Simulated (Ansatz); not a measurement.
**AlGa3N4 (P-43m), work and stress of cleavage**

Theory: DFT r2SCAN, scalar-relativistic, plane waves, PAW (Ansatz). Settings: plane waves to 500 eV, k-mesh 5×5×3 (Γ-centred), Gaussian smearing 0.05 eV. No spin polarisation. Energies are free energies at this smearing, counted from the undisturbed cell; pressure is positive in compression.

Zero of the scan (relaxed at this level; it needn't be the usual structure):

```
Al Ga N
1.0
     0.00000   -4.46534    0.00000
     0.00000    0.00000   -4.46534
     8.93069    0.00000    0.00000
Al Ga N
2 6 8
Direct
  0.00000 0.00000 0.81385
  0.00000 0.00000 0.31385
  0.50000 0.00000 0.06385
  0.50000 0.00000 0.56385
  0.00000 0.50000 0.06385
  0.00000 0.50000 0.56385
  0.50000 0.50000 0.81385
  0.50000 0.50000 0.31385
  0.24465 0.75535 0.19153
  0.24465 0.75535 0.69153
  0.75535 0.24465 0.19153
  0.75535 0.24465 0.69153
  0.24465 0.24465 0.93617
  0.24465 0.24465 0.43617
  0.75535 0.75535 0.93617
  0.75535 0.75535 0.43617
```

The cut lies on the cell's a–b face, a (1 0 0) plane (indices in the standard cell, whose axes needn't be the Cartesian ones shown) of area 19.94 Å², between layers 1.14 Å apart. Vector c is lengthened by d along the normal with the atoms' Cartesian places fixed: one unrelaxed cut a cell. The traction is positive where the two halves pull on each other.

```
d (Å) energy (J/m²) traction (GPa)
-0.30           1.06           -72.5
-0.15           0.26           -35.0
 0.00           0.00             0.0
 0.25           0.60            44.9
 0.50           2.07            69.4
 0.75           3.91            74.9
 1.00           5.69            65.1
 1.50           8.07            30.6
 2.00           9.08            11.7
 3.00           9.66             2.4
 4.50           9.83             0.5
 6.00           9.87             0.2
```

**Question.** What are the work of separation and the cleavage stress, and do they fit the universal binding curve?

**Answer.** The energy levels off near W ≈ 9.87 J/m² (the traction is down to 0.2 GPa), the energy of the two unrelaxed faces, 4.94 J/m² each on average. The largest sampled traction is 74.9 GPa at d = 0.75 Å, and a parabola through it and its two neighbours peaks at σ_max ≈ 75.0 GPa, d ≈ 0.72 Å. The curve E = W[1 − (1 + d/ℓ)exp(−d/ℓ)] peaks in traction at d = ℓ with σ_max = W/(eℓ); with 1 J/m² per Å = 10 GPa this W and σ_max give ℓ = 0.48 Å. A parabola through that curve at the same three d peaks at 0.29 Å, against 0.72 Å here, so the traction peaks further out than on that curve. The cut parts unlike faces (N and Ga); in an ionic crystal that makes them polar, and the energy then depends on the thickness of the slab. Real crystals break at far lower stress, because cracks concentrate it, and on the plane of lowest W, which needn't be this one.

The cut is rigid; relaxing the faces lowers these energies and usually the stresses.

The gap closes along the scan, which can put kinks into the curve.

Cost: 12 runs of about 12 core-minutes in all, on Intel Xeon Platinum 8259CL (Skylake/Cascade Lake) (shared hosts).